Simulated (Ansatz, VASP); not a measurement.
# ZnSe in VASP and in Ansatz

File INCAR:

```
ALGO     = Fast           # electronic algorithm
EDIFF    = 1E-6           # SCF threshold, eV
ENCUT    = 520            # plane-wave cutoff, eV
GGA      = PS             # functional
ISIF     = 2              # what is computed and relaxed
ISMEAR   = 0              # smearing method
LASPH    = True           # aspherical terms in the spheres
LCHARG   = True           # write CHGCAR
LELF     = True           # ELF
LREAL    = False          # projectors in reciprocal space
LVHAR    = True         
LWAVE    = False          # write WAVECAR
NBANDS   = 26             # bands
NELM     = 80             # most SCF steps
PREC     = Accurate       # precision mode
SIGMA    = 0.05           # smearing width, eV
```

Contents of KPOINTS:

```
k-points
0
Gamma
  8 8 6
```

The input POSCAR:

```
ZnSe
1.0
    4.2309330600      0.0000000000      0.0000000000
    0.0000000000      3.9844709400      0.0000000000
    0.0000000000      0.0000000000      6.0703500000
Zn Se
2 2
Direct
    0.0000000000      0.0000000000      0.0000000000
    0.5000000000      0.5000000000      0.0000000000
    0.0000000000      0.5000000000      0.2462800000
    0.5000000000      0.0000000000      0.7537200000
```

Input for Ansatz:

```yaml
crystal:
  lattice:
    - [4.23093306, 0.0, 0.0]
    - [0.0, 3.98447094, 0.0]
    - [0.0, 0.0, 6.07035]
  atoms:
    - { symbol: Zn, position: [0.0, 0.0, 0.0] }
    - { symbol: Zn, position: [0.5, 0.5, 0.0] }
    - { symbol: Se, position: [0.0, 0.5, 0.24628] }
    - { symbol: Se, position: [0.5, 0.0, 0.75372] }
basis:
  ecutwfc: 420
kpoints:
  mp_grid: { grid: [8, 8, 6] }
hamiltonian:
  xc: pbesol
scf:
  occupations: { method: gaussian, width: 0.05 }
output:
  forces: true
  stress: true
  eigenvalues: true
```

Change from the starting cell: strain +0.0300 x Voigt [1, -1, 0, 0, 0, 0], atoms carried along.

Alike in both runs: task single point; functional PBEsol; k mesh 8 × 8 × 6; occupations gaussian, width 0.05 eV; no spin polarisation.

```csv
,VASP,Ansatz
version,VASP 6.6.1,Ansatz 0.2.0
potentials or method,"VASP PAW PBE potentials, release 64 (Zn, Se)","scalar-relativistic, plane waves, PAW"
plane-wave cutoff (eV),520,420
valence electrons in the cell,36,56
```

|  | VASP | Ansatz | Ansatz less VASP |
| --- | --- | --- | --- |
| gap on the k mesh at the Fermi level (eV) | 1.70 | 1.71 | +0.013 |
| least direct gap on the mesh (eV) | 1.70 | 1.71 | +0.013 |
| pressure (GPa) | -2.3 | -2.5 | -0.25 |
| largest component of the traceless stress (GPa) | 2.16 | 2.13 | -0.030 |
| rms of the force components (eV/Å) | 0.141 | 0.158 | +0.0168 |

Atom by atom the forces differ by 0.018 eV/Å (rms over components). The functional is the same, so the differences come from potentials, cutoffs and numerics. The two sets of potentials don't hold the same shells in valence.

Caveats: the PAW data sets were made with another functional, which shifts forces and pressure a little (VASP). A k mesh can miss the band edges.
